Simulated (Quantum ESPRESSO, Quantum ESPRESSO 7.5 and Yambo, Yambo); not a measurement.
# BAs (F-43m): G0W0 with Yambo, start to end

Wanted: ground state, empty states, screening and self-energy for BAs (F-43m).

Method: PBE and many-body steps on it, plane waves, in Quantum ESPRESSO 7.5 and Yambo 5.3.0.

**The experiments to reproduce.**

- Gap 2.02 eV: indirect gap from square root of absorption coefficient, average of three samples; transmission and reflection spectroscopy; 300 K; bulk crystal (CVT-grown platelets about 10 um thick) (“Optical properties of cubic boron arsenide”, 2019, arxiv:1911.04914).

- Gap 4.12 eV: direct gap from square of absorption coefficient, average of two samples; spectroscopic ellipsometry; 300 K; bulk crystal (CVT-grown opaque bulk crystals) (“Optical properties of cubic boron arsenide”, 2019, arxiv:1911.04914).

- Gap 1.82 eV: indirect optical gap from absorption edge; UV-visible absorption; 300 K; bulk crystal (single crystal grown by chemical vapor transport) (“Basic Physical Properties of Cubic Boron Arsenide”, 2019, arxiv:1911.11281).

## Step 1: Starting point

Symmetry: F-43m, No. 216, cubic system. Conventional cell: a = 4.777 Å, b = 4.777 Å, c = 4.777 Å, α = 90.00°, β = 90.00°, γ = 90.00°. Nearest to B lie 4 As at 2.07 Å. Nearest to As lie 4 B at 2.07 Å. Farther neighbours are not listed.

Coordinates:

```cif
data_structure
_symmetry_space_group_name_H-M 'F-43m'
_symmetry_Int_Tables_number 216
_cell_length_a 4.7770
_cell_length_b 4.7770
_cell_length_c 4.7770
_cell_angle_alpha 90.000
_cell_angle_beta 90.000
_cell_angle_gamma 90.000
_cell_volume 109.01
loop_
_atom_site_label
_atom_site_type_symbol
_atom_site_symmetry_multiplicity
_atom_site_Wyckoff_symbol
_atom_site_fract_x
_atom_site_fract_y
_atom_site_fract_z
_atom_site_occupancy
B1 B 4 a 0.00000 0.00000 0.00000 1
As1 As 4 d 0.25000 0.25000 0.75000 1
```

The cell and positions come from the Crystallography Open Database and are kept as given unless a step says otherwise.

## Step 2: Ground state

This step: Quantum ESPRESSO 7.5; DFT, PBE, plane waves, norm-conserving pseudopotentials.

The ground-state density comes first.

The input, pw.in:

```
&control
  calculation = 'scf'
  prefix = 'x'
  outdir = 'o'
  pseudo_dir = 'pseudo'
/
&system
  ibrav = 0
  nat = 2
  ntyp = 2
  ecutwfc = 76.0
  nbnd = 14
  force_symmorphic = .true.
/
&electrons
  conv_thr = 1e-10
  electron_maxstep = 80
  mixing_beta = 0.5
/
ATOMIC_SPECIES
  B 10.81 B.upf
  As 74.922 As.upf
CELL_PARAMETERS angstrom
  -0.0000000000 2.3885000000 2.3885000000
  2.3885000000 -0.0000000000 2.3885000000
  2.3885000000 2.3885000000 -0.0000000000
ATOMIC_POSITIONS crystal
  B 0.0000000000 0.0000000000 0.0000000000
  As 0.2500000000 0.2500000000 0.2500000000
K_POINTS automatic
  8 8 8 0 0 0
```

On the command line:

```bash
> OMP_NUM_THREADS=1 mpirun -n 4 pw.x -nk 4 -in pw.in > pw.out
```

What it wrote:

```text
Program PWSCF v.7.5 starts

     This program is part of the open-source Quantum ESPRESSO suite
     for quantum simulation of materials; please cite
         "P. Giannozzi et al., J. Phys.:Condens. Matter 21 395502 (2009);
         "P. Giannozzi et al., J. Phys.:Condens. Matter 29 465901 (2017);
         "P. Giannozzi et al., J. Chem. Phys. 152 154105 (2020);
     in publications or presentations arising from this work. More details at
     Message from routine setup:
     using ibrav=0 with symmetry is DISCOURAGED, use correct ibrav instead

     G-vector sticks info

     bravais-lattice index     =            0
     lattice parameter (alat)  =       6.3832  a.u.
     unit-cell volume          =     183.9087 (a.u.)^3
     number of atoms/cell      =            2
     number of atomic types    =            2
     number of electrons       =        18.00
     number of Kohn-Sham states=           14
     kinetic-energy cutoff     =      76.0000  Ry
     charge density cutoff     =     304.0000  Ry
     scf convergence threshold =      1.0E-10
     mixing beta               =       0.5000
     number of iterations used =            8  plain     mixing
     Exchange-correlation= PBE
                           (   1   4   3   4   0   0   0)

     celldm(1)=   6.383210  celldm(2)=   0.000000  celldm(3)=   0.000000
     celldm(4)=   0.000000  celldm(5)=   0.000000  celldm(6)=   0.000000

     crystal axes: (cart. coord. in units of alat)
               a(1) = (  -0.000000   0.707107   0.707107 )
               a(2) = (   0.707107  -0.000000   0.707107 )
               a(3) = (   0.707107   0.707107  -0.000000 )

     reciprocal axes: (cart. coord. in units 2 pi/alat)
               b(1) = ( -0.707107  0.707107  0.707107 )
               b(2) = (  0.707107 -0.707107  0.707107 )
               b(3) = (  0.707107  0.707107 -0.707107 )
     Pseudo is Norm-conserving + core correction, Zval =  3.0
     Generated using ONCVPSP code by D. R. Hamann
     Using radial grid of 1534 points,  4 beta functions with:
     Pseudo is Norm-conserving + core correction, Zval = 15.0
     Generated using ONCVPSP code by D. R. Hamann
     Using radial grid of 1358 points,  6 beta functions with:
     B                 3.00    10.81000     B ( 1.00)
     As               15.00    74.92200     As( 1.00)

     24 Sym. Ops. (no inversion) found

   Cartesian axes

     site n.     atom                  positions (alat units)
         1        B      tau(   1) = (   0.0000000   0.0000000   0.0000000  )
         2        As     tau(   2) = (   0.3535534   0.3535534   0.3535534  )

     number of k points=    29
                       cart. coord. in units 2pi/alat
        k(    1) = (   0.0000000   0.0000000   0.0000000), wk =   0.0039062
        k(    2) = (   0.0883883   0.0883883  -0.0883883), wk =   0.0312500
        k(    3) = (   0.1767767   0.1767767  -0.1767767), wk =   0.0312500
        k(    4) = (   0.2651650   0.2651650  -0.2651650), wk =   0.0312500
        k(    5) = (  -0.3535534  -0.3535534   0.3535534), wk =   0.0156250
        k(    6) = (   0.1767767   0.0000000   0.0000000), wk =   0.0234375
        k(    7) = (   0.2651650   0.0883883  -0.0883883), wk =   0.0937500
        k(    8) = (   0.3535534   0.1767767  -0.1767767), wk =   0.0937500
        k(    9) = (  -0.2651650  -0.4419417   0.4419417), wk =   0.0937500
        k(   10) = (  -0.1767767  -0.3535534   0.3535534), wk =   0.0937500
     [... 17 further rows ...]
        k(   28) = (  -0.7071068   0.1767767  -0.0000000), wk =   0.0468750
        k(   29) = (  -0.7071068   0.3535534   0.0000000), wk =   0.0234375

     Dense  grid:    16457 G-vectors     FFT dimensions: (  36,  36,  36)

     Initial potential from superposition of free atoms

     starting charge      17.9995, renormalised to      18.0000
     Starting wfcs are   13 randomized atomic wfcs +    1 random wfcs

     per-process dynamical memory:    17.6 Mb

     Self-consistent Calculation

     iteration #  1     ecut=    76.00 Ry     beta= 0.50

     Threshold (ethr) on eigenvalues was too large:
     Diagonalizing with lowered threshold

     total energy              =    -217.98944707 Ry
     estimated scf accuracy    <       0.15333376 Ry

     iteration #  2     ecut=    76.00 Ry     beta= 0.50

     total energy              =    -218.01717716 Ry
     estimated scf accuracy    <       0.01081892 Ry

     iteration #  3     ecut=    76.00 Ry     beta= 0.50

     total energy              =    -218.01796640 Ry
     estimated scf accuracy    <       0.00168902 Ry

     iteration #  4     ecut=    76.00 Ry     beta= 0.50

     total energy              =    -218.01805485 Ry
     estimated scf accuracy    <       0.00003146 Ry

     iteration #  5     ecut=    76.00 Ry     beta= 0.50

     total energy              =    -218.01806231 Ry
     estimated scf accuracy    <       0.00000367 Ry

     iteration #  6     ecut=    76.00 Ry     beta= 0.50

     total energy              =    -218.01806295 Ry
     estimated scf accuracy    <       0.00000015 Ry

     iteration #  7     ecut=    76.00 Ry     beta= 0.50

     total energy              =    -218.01806298 Ry
     estimated scf accuracy    <       0.00000002 Ry

     iteration #  8     ecut=    76.00 Ry     beta= 0.50

     total energy              =    -218.01806299 Ry
     estimated scf accuracy    <          2.4E-09 Ry

     iteration #  9     ecut=    76.00 Ry     beta= 0.50

     End of self-consistent calculation

          k = 0.0000 0.0000 0.0000 (  2085 PWs)   bands (ev):

   -24.5718 -24.5718 -24.5718 -24.5524 -24.5524  -4.0540  11.3431  11.3431
    11.3431  14.6353  14.6353  14.6353  16.0307  20.9518

          k = 0.0884 0.0884-0.0884 (  2055 PWs)   bands (ev):

   -24.5707 -24.5703 -24.5703 -24.5520 -24.5520  -3.7982   9.3822  10.9063
    10.9063  14.7491  15.2123  15.2123  17.3126  21.8945

          k = 0.1768 0.1768-0.1768 (  2060 PWs)   bands (ev):

   -24.5699 -24.5680 -24.5680 -24.5513 -24.5513  -3.0534   6.4120  10.1970
    10.1970  14.4197  16.0141  16.0141  19.2641  22.6749

          k = 0.2652 0.2652-0.2652 (  2045 PWs)   bands (ev):

     [... further k-points ...]

     highest occupied, lowest unoccupied level (ev):    11.3431   12.5523

!    total energy              =    -218.01806299 Ry
     estimated scf accuracy    <          7.7E-11 Ry

     The total energy is the sum of the following terms:
     one-electron contribution =    -102.12896417 Ry
     hartree contribution      =      60.97026859 Ry
     xc contribution           =     -50.01724466 Ry
     ewald contribution        =    -126.84212275 Ry

     convergence has been achieved in   9 iterations

     XML data file, charge density, pseudopotentials, collected wavefunctions

=------------------------------------------------------------------------------=
   JOB DONE.
=------------------------------------------------------------------------------=
```

The job ended after 4.4 s (4 MPI ranks of Arm Neoverse V1, shared host; peak memory 0.21 GiB; 17 s of CPU time).

Numbers from this step:

```yaml
total_energy: -2966.2869 eV
gap: 1.209 eV
k_of_the_valence_top: 0, 0, 0
k_of_the_conduction_bottom: 0, 0.375, 0.375
least_direct_gap: 3.292 eV
```

The gap is indirect, with the least direct gap 2.08 eV higher.

## Step 3: Bands along the symmetry lines

Levels along a band path, at the cheap level, show where the edges lie and whether the meshes to come will hold them.

The input, pw.in:

```
&control
  calculation = 'bands'
  prefix = 'x'
  outdir = 'o'
  pseudo_dir = 'pseudo'
/
&system
  ibrav = 0
  nat = 2
  ntyp = 2
  ecutwfc = 76.0
  nbnd = 15
  force_symmorphic = .true.
/
&electrons
  conv_thr = 1e-9
  electron_maxstep = 80
  diago_full_acc = .true.
  diago_thr_init = 5e-6
/
ATOMIC_SPECIES
  B 10.81 B.upf
  As 74.922 As.upf
CELL_PARAMETERS angstrom
  -0.0000000000 2.3885000000 2.3885000000
  2.3885000000 -0.0000000000 2.3885000000
  2.3885000000 2.3885000000 -0.0000000000
ATOMIC_POSITIONS crystal
  B 0.0000000000 0.0000000000 0.0000000000
  As 0.2500000000 0.2500000000 0.2500000000
K_POINTS crystal
  50
  0.00000000 0.00000000 0.00000000 1
  -0.06250000 -0.06250000 0.00000000 1
  -0.12500000 -0.12500000 0.00000000 1
  -0.18750000 -0.18750000 0.00000000 1
  -0.25000000 -0.25000000 0.00000000 1
  -0.31250000 -0.31250000 0.00000000 1
  -0.37500000 -0.37500000 0.00000000 1
  -0.43750000 -0.43750000 0.00000000 1
  -0.50000000 -0.50000000 0.00000000 1
  -0.48437500 -0.48437500 0.03125000 1
  -0.46875000 -0.46875000 0.06250000 1
  -0.45312500 -0.45312500 0.09375000 1
  -0.43750000 -0.43750000 0.12500000 1
  -0.42187500 -0.42187500 0.15625000 1
  -0.40625000 -0.40625000 0.18750000 1
  -0.39062500 -0.39062500 0.21875000 1
  -0.37500000 -0.37500000 0.25000000 1
  -0.37500000 0.00000000 0.37500000 1
  -0.32812500 0.00000000 0.32812500 1
  -0.28125000 0.00000000 0.28125000 1
  -0.23437500 0.00000000 0.23437500 1
  -0.18750000 0.00000000 0.18750000 1
  -0.14062500 0.00000000 0.14062500 1
  -0.09375000 0.00000000 0.09375000 1
  -0.04687500 0.00000000 0.04687500 1
  0.00000000 0.00000000 0.00000000 1
  0.00000000 0.00000000 0.06250000 1
  0.00000000 0.00000000 0.12500000 1
  0.00000000 0.00000000 0.18750000 1
  0.00000000 0.00000000 0.25000000 1
  0.00000000 0.00000000 0.31250000 1
  0.00000000 0.00000000 0.37500000 1
  0.00000000 0.00000000 0.43750000 1
  -0.00000000 -0.00000000 0.50000000 1
  -0.06250000 -0.03125000 0.46875000 1
  -0.12500000 -0.06250000 0.43750000 1
  -0.18750000 -0.09375000 0.40625000 1
  -0.25000000 -0.12500000 0.37500000 1
  -0.31250000 -0.15625000 0.34375000 1
  -0.37500000 -0.18750000 0.31250000 1
  -0.43750000 -0.21875000 0.28125000 1
  -0.50000000 -0.25000000 0.25000000 1
  -0.50000000 -0.28125000 0.21875000 1
  -0.50000000 -0.31250000 0.18750000 1
  -0.50000000 -0.34375000 0.15625000 1
  -0.50000000 -0.37500000 0.12500000 1
  -0.50000000 -0.40625000 0.09375000 1
  -0.50000000 -0.43750000 0.06250000 1
  -0.50000000 -0.46875000 0.03125000 1
  -0.50000000 -0.50000000 0.00000000 1
```

What it wrote:

```text
[banner, memory and clock lines left out]
Program PWSCF v.7.5 starts

     Atomic positions and unit cell read from directory:
     o/x.save/

     Message from routine setup:
     using ibrav=0 with symmetry is DISCOURAGED, use correct ibrav instead

     G-vector sticks info

     bravais-lattice index     =            0
     lattice parameter (alat)  =       6.3832  a.u.
     unit-cell volume          =     183.9087 (a.u.)^3
     number of atoms/cell      =            2
     number of atomic types    =            2
     number of electrons       =        18.00
     number of Kohn-Sham states=           15
     kinetic-energy cutoff     =      76.0000  Ry
     charge density cutoff     =     304.0000  Ry
     Exchange-correlation= PBE
                           (   1   4   3   4   0   0   0)

     celldm(1)=   6.383210  celldm(2)=   0.000000  celldm(3)=   0.000000
     celldm(4)=   0.000000  celldm(5)=   0.000000  celldm(6)=   0.000000

     crystal axes: (cart. coord. in units of alat)
               a(1) = (  -0.000000   0.707107   0.707107 )
               a(2) = (   0.707107  -0.000000   0.707107 )
               a(3) = (   0.707107   0.707107  -0.000000 )

     reciprocal axes: (cart. coord. in units 2 pi/alat)
               b(1) = ( -0.707107  0.707107  0.707107 )
               b(2) = (  0.707107 -0.707107  0.707107 )
               b(3) = (  0.707107  0.707107 -0.707107 )
     Pseudo is Norm-conserving + core correction, Zval =  3.0
     Generated using ONCVPSP code by D. R. Hamann
     Using radial grid of 1534 points,  4 beta functions with:
     Pseudo is Norm-conserving + core correction, Zval = 15.0
     Generated using ONCVPSP code by D. R. Hamann
     Using radial grid of 1358 points,  6 beta functions with:
     B                 3.00    10.81000     B ( 1.00)
     As               15.00    74.92200     As( 1.00)

     24 Sym. Ops. (no inversion) found

   Cartesian axes

     site n.     atom                  positions (alat units)
         1        B      tau(   1) = (   0.0000000   0.0000000   0.0000000  )
         2        As     tau(   2) = (   0.3535534   0.3535534   0.3535534  )

     number of k points=    50
                       cart. coord. in units 2pi/alat
        k(    1) = (   0.0000000   0.0000000   0.0000000), wk =   0.0400000
        k(    2) = (   0.0000000   0.0000000  -0.0883883), wk =   0.0400000
        k(    3) = (   0.0000000   0.0000000  -0.1767767), wk =   0.0400000
[...]
[... 38 further rows ...]
        k(   49) = (   0.0441942  -0.0000000  -0.7071068), wk =   0.0400000
        k(   50) = (   0.0000000   0.0000000  -0.7071068), wk =   0.0400000

     Dense  grid:    16457 G-vectors     FFT dimensions: (  36,  36,  36)

     The potential is recalculated from file :
     o/x.save/charge-density

     Starting wfcs are   13 randomized atomic wfcs +    2 random wfcs

     Band Structure Calculation

     End of band structure calculation

          k = 0.0000 0.0000 0.0000 (  2085 PWs)   bands (ev):

   -24.5717 -24.5717 -24.5717 -24.5522 -24.5522  -4.0540  11.3431  11.3431
    11.3431  14.6353  14.6353  14.6353  16.0308  20.9518  24.5117

          k = 0.0000 0.0000-0.0884 (  2069 PWs)   bands (ev):

   -24.5718 -24.5708 -24.5708 -24.5521 -24.5520  -3.9684  10.9155  10.9621
    10.9621  14.3993  15.1107  15.1107  16.4160  21.3045  23.0942

          k = 0.0000 0.0000-0.1768 (  2037 PWs)   bands (ev):

   -24.5720 -24.5686 -24.5686 -24.5525 -24.5510  -3.7125   9.8951  10.1849
    10.1849  13.9367  16.1661  16.1661  16.9852  21.5696  22.2617

          k =-0.0000 0.0000-0.2652 (  2045 PWs)   bands (ev):

[...]
k = 0.0000 0.0000-0.3536 (  2045 PWs)   bands (ev):

[...]
k = 0.0000-0.0000-0.4419 (  2048 PWs)   bands (ev):

[...]
k =-0.0000 0.0000-0.5303 (  2068 PWs)   bands (ev):

[...]
k = 0.0000-0.0000-0.6187 (  2064 PWs)   bands (ev):

[...]
k = 0.5303-0.0000-0.5303 (  2065 PWs)   bands (ev):

[...]
k = 0.0000 0.0000 0.0000 (  2085 PWs)   bands (ev):

[...]
k = 0.1326 0.0000-0.7071 (  2060 PWs)   bands (ev):

[...]
k = 0.0884-0.0000-0.7071 (  2062 PWs)   bands (ev):

[...]
k = 0.0442-0.0000-0.7071 (  2058 PWs)   bands (ev):

   -24.5762 -24.5577 -24.5556 -24.5552 -24.5460   0.1298   2.8434   7.2094
     7.2170  12.9034  12.9141  22.6186  22.6701  24.1744  28.3235

          k = 0.0000 0.0000-0.7071 (  2044 PWs)   bands (ev):

   -24.5764 -24.5577 -24.5552 -24.5552 -24.5455   0.1241   2.8295   7.2706
     7.2706  12.7976  12.8019  22.7351  22.7351  24.2349  28.6110

     XML data file, pseudopotentials, collected wavefunctions
```

Run time: 2.7 s. Hardware: 4 MPI ranks; peak memory 0.19 GiB.

This step gave:

- gap: 1.209 eV
- k of the valence top: 0, 0, 0
- k of the conduction bottom: -0.375, -0.375, 0
- least direct gap: 3.292 eV

The gap is 1.209 eV, as in the run before at this level.

The electronic bands at the labelled points (eV, zero at the top of the highest filled band):

```tsv
point	band 6	band 7	band 8	band 9	band 10	band 11	band 12	band 13
Γ	-15.40	0.00	0.00	0.00	3.29	3.29	3.29	4.69
halfway	-14.05	-4.10	-2.70	-2.70	1.67	4.55	7.42	7.42
X	-11.22	-8.51	-4.07	-4.07	1.45	1.46	11.39	11.39
halfway	-11.19	-8.41	-4.90	-3.92	1.61	2.81	10.72	10.82
U	-11.26	-8.13	-5.94	-3.48	2.06	5.57	9.24	9.78
jump to K	-11.26	-8.13	-5.94	-3.48	2.06	5.57	9.24	9.78
halfway	-13.91	-5.13	-3.78	-1.13	3.99	4.92	5.80	7.02
Γ	-15.40	0.00	0.00	0.00	3.29	3.29	3.29	4.69
halfway	-14.40	-4.93	-1.15	-1.15	3.08	4.67	4.67	7.92
L	-12.53	-8.77	-1.82	-1.82	2.70	4.81	4.81	8.91
halfway	-11.96	-8.28	-4.55	-3.07	3.99	4.79	7.48	9.06
W	-11.06	-8.05	-5.48	-5.18	5.28	5.95	6.83	7.06
halfway	-11.14	-8.31	-4.81	-4.69	2.91	3.02	9.72	10.01
X	-11.22	-8.51	-4.07	-4.07	1.45	1.46	11.39	11.39
```

The electronic bands as a text plot (rows in eV, shown from -8.0 to 7.2 only):

```
    6.9 |                   +++++++        +            +++
    6.3 |    +                     ++    ++          +   ++
    5.6 |  +++            +   +++                   +   +  +
    5.0 |++++            +      +++  ++++    +++++++  ++ +++
    4.4 |     ++                 ++++      ++       ++ ++   +
    3.7 | +     ++      +     ++++++++  +++          ++
    3.1 |++            +    ++       +++ +++++++  +++        +
    2.5 |  ++     +        +                    ++            +
    1.8 |    +++   ++ +++++                                    ++
    1.2 |       +++++++
    0.6 |
   -0.1 |**                        ******
   -0.7 | *                      **  *  ****
   -1.3 |  **                   *  **       ****
   -2.0 |    *                **   **    **     *****
   -2.6 |    ***            **   **                 **
   -3.2 |       **        **               *          *
   -3.9 |     **  ********      ***                  * *        *
   -4.5 |             *       **                      * **   ***
   -5.1 |              **       *           *          *  ***
   -5.8 |       **       *****                          ***
   -6.4 |                     **             **
   -7.0 |         *         **
   -7.7 |          **      *                   *        *
         Γ           X  U|K            Γ         L        W     X
```

(Continued in part 2 of 3.)

[Paths, hosts, dates, memory and timing lines, banners, echoed tables and standing remarks are left out of the program output.]

[Logs are printed without paths, hosts, clocks, repeated set-up lines and the standing remarks that a program may print on its own settings, such as how far it seeks lower states.]

[Runs of the session that timed out or met a known fault of the program may be left out.]

[Hosts, paths, dates, database ids (printed as entryN), source tags and the programs' standing remarks are cut or masked in the printed files.]
